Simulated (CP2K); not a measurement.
# SnSe (Pnma) in CP2K: a series of runs, part 2 of 2

CP2K 2026.2. Earlier steps stand in the parts before.

## 3. Band structure, PBE (strain_c = -0.02)

Input file snse_bands.inp:

```
&GLOBAL
  PROJECT snse_bands
  RUN_TYPE ENERGY_FORCE
  PRINT_LEVEL LOW
&END GLOBAL
&FORCE_EVAL
  METHOD QS
  STRESS_TENSOR ANALYTICAL
  &DFT
    BASIS_SET_FILE_NAME BASIS_MOLOPT_UZH
    POTENTIAL_FILE_NAME POTENTIAL_UZH
    &MGRID
      CUTOFF 450
      REL_CUTOFF 60
      NGRIDS 4
    &END MGRID
    &QS
      METHOD GPW
      EPS_DEFAULT 1.0E-10
    &END QS
    &KPOINTS
      SCHEME MONKHORST-PACK 2 5 5
      GAMMA_CENTERED T
      SYMMETRY T
      SYMMETRY_BACKEND SPGLIB
    &END KPOINTS
    &SCF
      SCF_GUESS ATOMIC
      EPS_SCF 1.0E-6
      MAX_SCF 100
      ADDED_MOS 22
      CHOLESKY OFF
      EPS_EIGVAL 1.0E-7
      &DIAGONALIZATION ON
        ALGORITHM STANDARD
      &END DIAGONALIZATION
      &MIXING ON
        METHOD BROYDEN_MIXING
        ALPHA 0.4
        BETA 1.5
        NBUFFER 8
      &END MIXING
      &SMEAR ON
        METHOD FERMI_DIRAC
        ELECTRONIC_TEMPERATURE [K] 580.226
      &END SMEAR
    &END SCF
    &XC
      &XC_FUNCTIONAL PBE
      &END XC_FUNCTIONAL
    &END XC
    &PRINT
      &KPOINTS ON
      &END KPOINTS
      &MULLIKEN ON
      &END MULLIKEN
      &MO ON
        ENERGIES T
        OCCUPATION_NUMBERS T
        &EACH
          QS_SCF 0
        &END EACH
        ADD_LAST NUMERIC
      &END MO
      &BAND_STRUCTURE
        FILE_NAME bands.bs
        ADDED_MOS 2
        &KPOINT_SET
          UNITS B_VECTOR
          NPOINTS 8
          SPECIAL_POINT GAMMA 0.00000000 0.00000000 0.00000000
          SPECIAL_POINT X 0.00000000 0.50000000 0.00000000
          SPECIAL_POINT S 0.00000000 0.50000000 0.50000000
          SPECIAL_POINT Y 0.00000000 0.00000000 0.50000000
          SPECIAL_POINT GAMMA 0.00000000 0.00000000 0.00000000
          SPECIAL_POINT Z 0.50000000 0.00000000 0.00000000
          SPECIAL_POINT U 0.50000000 0.50000000 0.00000000
          SPECIAL_POINT R 0.50000000 0.50000000 0.50000000
          SPECIAL_POINT T 0.50000000 0.00000000 0.50000000
          SPECIAL_POINT Z 0.50000000 0.00000000 0.00000000
        &END KPOINT_SET
        &KPOINT_SET
          UNITS B_VECTOR
          NPOINTS 8
          SPECIAL_POINT Y 0.00000000 0.00000000 0.50000000
          SPECIAL_POINT T 0.50000000 0.00000000 0.50000000
        &END KPOINT_SET
        &KPOINT_SET
          UNITS B_VECTOR
          NPOINTS 8
          SPECIAL_POINT U 0.50000000 0.50000000 0.00000000
          SPECIAL_POINT X 0.00000000 0.50000000 0.00000000
        &END KPOINT_SET
        &KPOINT_SET
          UNITS B_VECTOR
          NPOINTS 8
          SPECIAL_POINT S 0.00000000 0.50000000 0.50000000
          SPECIAL_POINT R 0.50000000 0.50000000 0.50000000
        &END KPOINT_SET
      &END BAND_STRUCTURE
    &END PRINT
  &END DFT
  &SUBSYS
    &CELL
      ABC 11.4200000000 4.1900000000 4.3708000000
      ALPHA_BETA_GAMMA 90.0000000000 90.0000000000 90.0000000000
      PERIODIC XYZ
    &END CELL
    &COORD
      SCALED
      Sn  0.8770000000 0.7500000000 0.9090000000
      Sn  0.6230000000 0.2500000000 0.4090000000
      Sn  0.3770000000 0.7500000000 0.5910000000
      Sn  0.1230000000 0.2500000000 0.0910000000
      Se  0.6430000000 0.7500000000 0.9840000000
      Se  0.8570000000 0.2500000000 0.4840000000
      Se  0.1430000000 0.7500000000 0.5160000000
      Se  0.3570000000 0.2500000000 0.0160000000
    &END COORD
    &KIND Sn
      BASIS_SET DZVP-MOLOPT-PBE-GTH-q4
      POTENTIAL GTH-PBE-q4
    &END KIND
    &KIND Se
      BASIS_SET DZVP-MOLOPT-PBE-GTH-q6
      POTENTIAL GTH-PBE-q6
    &END KIND
    &PRINT
      &ATOMIC_COORDINATES ON
      &END ATOMIC_COORDINATES
      &CELL ON
      &END CELL
      &SYMMETRY ON
      &END SYMMETRY
    &END PRINT
  &END SUBSYS
  &PRINT
    &FORCES ON
    &END FORCES
    &STRESS_TENSOR ON
    &END STRESS_TENSOR
  &END PRINT
&END FORCE_EVAL
```

Potentials or basis: POTENTIAL_UZH Sn GTH-PBE-q4, Se GTH-PBE-q6; DZVP-MOLOPT-PBE-GTH basis.

The run is started by

```console
OMP_NUM_THREADS=1 cp2k.psmp -i snse_bands.inp -o snse_bands.out
```

It took 23 s on 1 thread of Arm Neoverse V2, shared host; peak memory 0.54 GiB.

It converged, with:

```
Free energy             : -1409.2420 eV
Pressure                : 4.8 GPa
Largest force           : 0.470 eV/Å
Band gap on the k mesh  : 0.71 eV, indirect (least direct gap 0.92 eV)
Band gap along the path : 0.59 eV, direct
Mulliken charges        : Sn +0.46; Se -0.46 e
```

Forces on the atoms (eV/Å):
```
Sn   0.451  0.000  0.131
Sn  -0.451  0.000  0.131
Sn   0.451  0.000 -0.131
Sn  -0.451  0.000 -0.131
Se  -0.330  0.000 -0.121
Se   0.330  0.000 -0.121
Se  -0.330  0.000  0.121
Se   0.330  0.000  0.121
```

Stress tensor (GPa, compression positive):
```
6.18 0.00 0.00
0.00 4.05 0.00
0.00 0.00 4.29
```

Levels at the corners of the path, in eV from the valence-band top:
| point | band 17 | band 18 | band 19 | band 20 | band 21 | band 22 | band 23 | band 24 |
| --- | --- | --- | --- | --- | --- | --- | --- | --- |
| Γ | -1.71 | -1.28 | -0.71 | -0.59 | 0.67 | 3.09 | 3.36 | 3.46 |
| X | -1.01 | -1.01 | -0.67 | -0.67 | 0.99 | 0.99 | 1.49 | 1.49 |
| S | -2.34 | -2.34 | -1.60 | -1.60 | 2.87 | 2.87 | 3.26 | 3.26 |
| Y | -0.80 | -0.80 | -0.34 | -0.34 | 1.22 | 1.22 | 1.51 | 1.51 |
| Γ | -1.71 | -1.28 | -0.71 | -0.59 | 0.67 | 3.09 | 3.36 | 3.46 |
| Z | -2.01 | -2.01 | -0.61 | -0.61 | 2.71 | 2.71 | 3.00 | 3.00 |
| U | -0.94 | -0.94 | -0.94 | -0.94 | 1.50 | 1.50 | 1.50 | 1.50 |
| R | -1.61 | -1.61 | -1.61 | -1.61 | 2.68 | 2.68 | 2.68 | 2.68 |
| T | -0.57 | -0.57 | -0.29 | -0.29 | 1.19 | 1.19 | 1.57 | 1.57 |
| Z | -2.01 | -2.01 | -0.61 | -0.61 | 2.71 | 2.71 | 3.00 | 3.00 |
| Y | -0.80 | -0.80 | -0.34 | -0.34 | 1.22 | 1.22 | 1.51 | 1.51 |
| T | -0.57 | -0.57 | -0.29 | -0.29 | 1.19 | 1.19 | 1.57 | 1.57 |
| U | -0.94 | -0.94 | -0.94 | -0.94 | 1.50 | 1.50 | 1.50 | 1.50 |
| X | -1.01 | -1.01 | -0.67 | -0.67 | 0.99 | 0.99 | 1.49 | 1.49 |
| S | -2.34 | -2.34 | -1.60 | -1.60 | 2.87 | 2.87 | 3.26 | 3.26 |
| R | -1.61 | -1.61 | -1.61 | -1.61 | 2.68 | 2.68 | 2.68 | 2.68 |

Caveat: Mulliken charges move with the basis; spin-orbit coupling is left out, which moves the levels of the heavy elements; the mesh misses the band edges, which the band path finds closer together; the basis of atomic orbitals isn't converged, which shifts pressures, moduli and gaps.

## 4. Band structure, PBE (strain_c = 0.02)

snse_bands.inp: that of step 3 with these lines changed.

```diff
@@ -104,3 +104,3 @@
     &CELL
-      ABC 11.4200000000 4.1900000000 4.3708000000
+      ABC 11.4200000000 4.1900000000 4.5492000000
       ALPHA_BETA_GAMMA 90.0000000000 90.0000000000 90.0000000000
```

The run is started by

```console
OMP_NUM_THREADS=1 cp2k.psmp -i snse_bands.inp -o snse_bands.out
```

Run time: 24 s. Hardware: 1 thread of Arm Neoverse V2, shared host; peak memory 0.54 GiB.

Results (log left out):

```yaml
Free_energy: -1409.3754 eV
Pressure: 2.5 GPa
Largest_force: 0.348 eV/Å
Band_gap_along_the_path: 0.50 eV, indirect (least direct gap 0.66 eV)
Mulliken_charges: Sn +0.46; Se -0.46 e
```

Forces on the atoms (eV/Å):
```
Sn   0.335  0.000 -0.097
Sn  -0.335  0.000 -0.097
Sn   0.335  0.000  0.097
Sn  -0.335  0.000  0.097
Se  -0.303  0.000  0.097
Se   0.303  0.000  0.097
Se  -0.303  0.000 -0.097
Se   0.303  0.000 -0.097
```

Stress tensor (GPa, compression positive):
```
5.01 0.00 0.00
0.00 1.71 0.00
0.00 0.00 0.85
```

Levels at the corners of the path, in eV from the valence-band top:
| point | band 17 | band 18 | band 19 | band 20 | band 21 | band 22 | band 23 | band 24 |
| --- | --- | --- | --- | --- | --- | --- | --- | --- |
| Γ | -1.38 | -1.12 | -0.81 | -0.49 | 0.87 | 3.01 | 3.34 | 3.39 |
| X | -1.05 | -1.05 | -0.85 | -0.85 | 0.87 | 0.87 | 1.32 | 1.32 |
| S | -2.20 | -2.20 | -1.46 | -1.46 | 2.92 | 2.92 | 3.18 | 3.18 |
| Y | -0.76 | -0.76 | -0.29 | -0.29 | 1.32 | 1.32 | 1.66 | 1.66 |
| Γ | -1.38 | -1.12 | -0.81 | -0.49 | 0.87 | 3.01 | 3.34 | 3.39 |
| Z | -1.67 | -1.67 | -0.61 | -0.61 | 2.82 | 2.82 | 3.09 | 3.09 |
| U | -1.11 | -1.11 | -1.11 | -1.11 | 1.36 | 1.36 | 1.36 | 1.36 |
| R | -1.46 | -1.46 | -1.46 | -1.46 | 2.77 | 2.77 | 2.77 | 2.77 |
| T | -0.54 | -0.54 | -0.29 | -0.29 | 1.35 | 1.35 | 1.67 | 1.67 |
| Z | -1.67 | -1.67 | -0.61 | -0.61 | 2.82 | 2.82 | 3.09 | 3.09 |
| Y | -0.76 | -0.76 | -0.29 | -0.29 | 1.32 | 1.32 | 1.66 | 1.66 |
| T | -0.54 | -0.54 | -0.29 | -0.29 | 1.35 | 1.35 | 1.67 | 1.67 |
| U | -1.11 | -1.11 | -1.11 | -1.11 | 1.36 | 1.36 | 1.36 | 1.36 |
| X | -1.05 | -1.05 | -0.85 | -0.85 | 0.87 | 0.87 | 1.32 | 1.32 |
| S | -2.20 | -2.20 | -1.46 | -1.46 | 2.92 | 2.92 | 3.18 | 3.18 |
| R | -1.46 | -1.46 | -1.46 | -1.46 | 2.77 | 2.77 | 2.77 | 2.77 |

Caveat: Mulliken charges move with the basis; spin-orbit coupling is left out, which moves the levels of the heavy elements; the basis of atomic orbitals isn't converged, which shifts pressures, moduli and gaps.

## 5. Band structure, PBE (strain_c = -0.04)

snse_bands.inp: that of step 4 with these lines changed.

```diff
@@ -104,3 +104,3 @@
     &CELL
-      ABC 11.4200000000 4.1900000000 4.5492000000
+      ABC 11.4200000000 4.1900000000 4.2816000000
       ALPHA_BETA_GAMMA 90.0000000000 90.0000000000 90.0000000000
```

The run is started by

```console
OMP_NUM_THREADS=1 cp2k.psmp -i snse_bands.inp -o snse_bands.out
```

Run time: 25 s. Hardware: 1 thread of Arm Neoverse V2, shared host; peak memory 0.54 GiB.

It converged, with:

* Free energy: -1409.1014 eV
* Pressure: 6.2 GPa
* Largest force: 0.568 eV/Å
* Band gap on the k mesh: 0.59 eV, indirect (least direct gap 0.79 eV)
* Band gap along the path: 0.49 eV, indirect (least direct gap 0.57 eV)
* Mulliken charges: Sn +0.46; Se -0.46 e

Forces in eV/Å, atoms in the order of the input:
```
Sn   0.510  0.000  0.249
Sn  -0.510  0.000  0.249
Sn   0.510  0.000 -0.249
Sn  -0.510  0.000 -0.249
Se  -0.339  0.000 -0.234
Se   0.339  0.000 -0.234
Se  -0.339  0.000  0.234
Se   0.339  0.000  0.234
```

Stress tensor (GPa, compression positive):
```
6.79 0.00 0.00
0.00 5.52 0.00
0.00 0.00 6.31
```

Levels at the corners of the path, in eV from the valence-band top:
```
point  band 17  band 18  band 19  band 20  band 21  band 22  band 23  band 24
    Γ    -1.94    -1.45    -0.75    -0.73     0.50     3.05     3.21     3.34
    X    -1.05    -1.05    -0.64    -0.64     0.99     0.99     1.48     1.48
    S    -2.49    -2.49    -1.75    -1.75     2.75     2.75     3.19     3.19
    Y    -0.91    -0.91    -0.46    -0.46     1.08     1.08     1.35     1.35
    Γ    -1.94    -1.45    -0.75    -0.73     0.50     3.05     3.21     3.34
    Z    -2.22    -2.22    -0.69    -0.69     2.56     2.56     2.86     2.86
    U    -0.92    -0.92    -0.92    -0.92     1.51     1.51     1.51     1.51
    R    -1.77    -1.77    -1.77    -1.77     2.54     2.54     2.54     2.54
    T    -0.68    -0.68    -0.38    -0.38     1.03     1.03     1.42     1.42
    Z    -2.22    -2.22    -0.69    -0.69     2.56     2.56     2.86     2.86
    Y    -0.91    -0.91    -0.46    -0.46     1.08     1.08     1.35     1.35
    T    -0.68    -0.68    -0.38    -0.38     1.03     1.03     1.42     1.42
    U    -0.92    -0.92    -0.92    -0.92     1.51     1.51     1.51     1.51
    X    -1.05    -1.05    -0.64    -0.64     0.99     0.99     1.48     1.48
    S    -2.49    -2.49    -1.75    -1.75     2.75     2.75     3.19     3.19
    R    -1.77    -1.77    -1.77    -1.77     2.54     2.54     2.54     2.54
```

Caveat: Mulliken charges move with the basis; spin-orbit coupling is left out, which moves the levels of the heavy elements; the mesh misses the band edges, which the band path finds closer together; the basis of atomic orbitals isn't converged, which shifts pressures, moduli and gaps.

## 6. Band structure, PBE (strain_c = 0.04)

snse_bands.inp: that of step 5 with these lines changed.

```diff
@@ -104,3 +104,3 @@
     &CELL
-      ABC 11.4200000000 4.1900000000 4.2816000000
+      ABC 11.4200000000 4.1900000000 4.6384000000
       ALPHA_BETA_GAMMA 90.0000000000 90.0000000000 90.0000000000
```

Potentials or basis: POTENTIAL_UZH Sn GTH-PBE-q4, Se GTH-PBE-q6; DZVP-MOLOPT-PBE-GTH basis.

The run is started by

```console
OMP_NUM_THREADS=1 cp2k.psmp -i snse_bands.inp -o snse_bands.out
```

Run time: 23 s. Hardware: 1 thread of Arm Neoverse V2, shared host; peak memory 0.53 GiB.

It converged, with:

```yaml
Free_energy: -1409.3785 eV
Pressure: 1.5 GPa
Largest_force: 0.350 eV/Å
Band_gap_along_the_path: 0.46 eV, indirect (least direct gap 0.70 eV)
Mulliken_charges: Sn +0.46; Se -0.46 e
```

Forces on the atoms (eV/Å):
```
Sn   0.276  0.000 -0.205
Sn  -0.276  0.000 -0.205
Sn   0.276  0.000  0.205
Sn  -0.276  0.000  0.205
Se  -0.287  0.000  0.200
Se   0.287  0.000  0.200
Se  -0.287  0.000 -0.200
Se   0.287  0.000 -0.200
```

Stress tensor (GPa, compression positive):
```
 4.45  0.00  0.00
 0.00  0.79  0.00
 0.00  0.00 -0.60
```

Levels at the corners of the path, in eV from the valence-band top:
```tsv
point	band 18	band 19	band 20	band 21	band 22	band 23
Γ	-1.04	-0.87	-0.45	0.97	2.97	3.22
X	-1.06	-0.92	-0.92	0.81	0.81	1.23
S	-2.14	-1.40	-1.40	2.93	2.93	3.10
Y	-0.76	-0.28	-0.28	1.36	1.36	1.68
Γ	-1.04	-0.87	-0.45	0.97	2.97	3.22
Z	-1.51	-0.62	-0.62	2.86	2.86	3.14
U	-1.19	-1.19	-1.19	1.29	1.29	1.29
R	-1.39	-1.39	-1.39	2.80	2.80	2.80
T	-0.55	-0.30	-0.30	1.42	1.42	1.70
Z	-1.51	-0.62	-0.62	2.86	2.86	3.14
Y	-0.76	-0.28	-0.28	1.36	1.36	1.68
T	-0.55	-0.30	-0.30	1.42	1.42	1.70
U	-1.19	-1.19	-1.19	1.29	1.29	1.29
X	-1.06	-0.92	-0.92	0.81	0.81	1.23
S	-2.14	-1.40	-1.40	2.93	2.93	3.10
R	-1.39	-1.39	-1.39	2.80	2.80	2.80
```

Caveat: Mulliken charges move with the basis; spin-orbit coupling is left out, which moves the levels of the heavy elements; the basis of atomic orbitals isn't converged, which shifts pressures, moduli and gaps.

## 7. Band structure, PBE (strain_c = 0.06)

snse_bands.inp: that of step 6 with these lines changed.

```diff
@@ -104,3 +104,3 @@
     &CELL
-      ABC 11.4200000000 4.1900000000 4.6384000000
+      ABC 11.4200000000 4.1900000000 4.7276000000
       ALPHA_BETA_GAMMA 90.0000000000 90.0000000000 90.0000000000
```

The run is started by

```console
OMP_NUM_THREADS=1 cp2k.psmp -i snse_bands.inp -o snse_bands.out
```

Run time: 24 s. Hardware: 1 thread of Arm Neoverse V2, shared host; peak memory 0.56 GiB.

Results (log left out):

- Free energy: -1409.3450 eV
- Pressure: 0.7 GPa
- Largest force: 0.401 eV/Å
- Band gap along the path: 0.43 eV, indirect (least direct gap 0.74 eV)
- Mulliken charges: Sn +0.46; Se -0.46 e

Forces in eV/Å, atoms in the order of the input:
```
Sn   0.218  0.000 -0.309
Sn  -0.218  0.000 -0.309
Sn   0.218  0.000  0.309
Sn  -0.218  0.000  0.309
Se  -0.268  0.000  0.298
Se   0.268  0.000  0.298
Se  -0.268  0.000 -0.298
Se   0.268  0.000 -0.298
```

Stress tensor (GPa, compression positive):
```
 3.90  0.00  0.00
 0.00  0.01  0.00
 0.00  0.00 -1.89
```

Levels at the corners of the path, in eV from the valence-band top:
| point | band 17 | band 18 | band 19 | band 20 | band 21 | band 22 | band 23 | band 24 |
| --- | --- | --- | --- | --- | --- | --- | --- | --- |
| Γ | -1.08 | -0.96 | -0.93 | -0.41 | 1.07 | 2.93 | 3.11 | 3.32 |
| X | -1.06 | -1.06 | -0.99 | -0.99 | 0.77 | 0.77 | 1.15 | 1.15 |
| S | -2.07 | -2.07 | -1.34 | -1.34 | 2.94 | 2.94 | 3.01 | 3.01 |
| Y | -0.75 | -0.75 | -0.28 | -0.28 | 1.39 | 1.39 | 1.69 | 1.69 |
| Γ | -1.08 | -0.96 | -0.93 | -0.41 | 1.07 | 2.93 | 3.11 | 3.32 |
| Z | -1.36 | -1.36 | -0.62 | -0.62 | 2.90 | 2.90 | 3.18 | 3.18 |
| U | -1.25 | -1.25 | -1.25 | -1.25 | 1.24 | 1.24 | 1.24 | 1.24 |
| R | -1.32 | -1.32 | -1.32 | -1.32 | 2.82 | 2.82 | 2.82 | 2.82 |
| T | -0.56 | -0.56 | -0.31 | -0.31 | 1.48 | 1.48 | 1.72 | 1.72 |
| Z | -1.36 | -1.36 | -0.62 | -0.62 | 2.90 | 2.90 | 3.18 | 3.18 |
| Y | -0.75 | -0.75 | -0.28 | -0.28 | 1.39 | 1.39 | 1.69 | 1.69 |
| T | -0.56 | -0.56 | -0.31 | -0.31 | 1.48 | 1.48 | 1.72 | 1.72 |
| U | -1.25 | -1.25 | -1.25 | -1.25 | 1.24 | 1.24 | 1.24 | 1.24 |
| X | -1.06 | -1.06 | -0.99 | -0.99 | 0.77 | 0.77 | 1.15 | 1.15 |
| S | -2.07 | -2.07 | -1.34 | -1.34 | 2.94 | 2.94 | 3.01 | 3.01 |
| R | -1.32 | -1.32 | -1.32 | -1.32 | 2.82 | 2.82 | 2.82 | 2.82 |

Caveat: Mulliken charges move with the basis; spin-orbit coupling is left out, which moves the levels of the heavy elements; the basis of atomic orbitals isn't converged, which shifts pressures, moduli and gaps.

## 8. Overview

| cell | gap on the mesh (eV) | pressure (GPa) | largest force (eV/Å) |
| --- | --- | --- | --- |
| strain_c = 0 | 0.84 | 3.6 | 0.39 |
| strain_c = -0.02 | 0.71 | 4.8 | 0.47 |
| strain_c = 0.02 | - | 2.5 | 0.35 |
| strain_c = -0.04 | 0.59 | 6.2 | 0.57 |
| strain_c = 0.04 | - | 1.5 | 0.35 |
| strain_c = 0.06 | - | 0.7 | 0.40 |

Alike in all rows: task band structure; level PBE; potentials or basis POTENTIAL_UZH Sn GTH-PBE-q4, Se GTH-PBE-q6; DZVP-MOLOPT-PBE-GTH basis; no spin polarisation; k mesh 2 × 5 × 5; smearing fermi-dirac 0.05 eV.

Caveats: spin-orbit coupling is left out, which moves the levels of the heavy elements; the basis of atomic orbitals isn't converged, which shifts pressures, moduli and gaps; the mesh misses the band edges, which the band path finds closer together (some runs).

Total energies depend on the potentials used, so only differences within one code and one set of settings carry meaning.
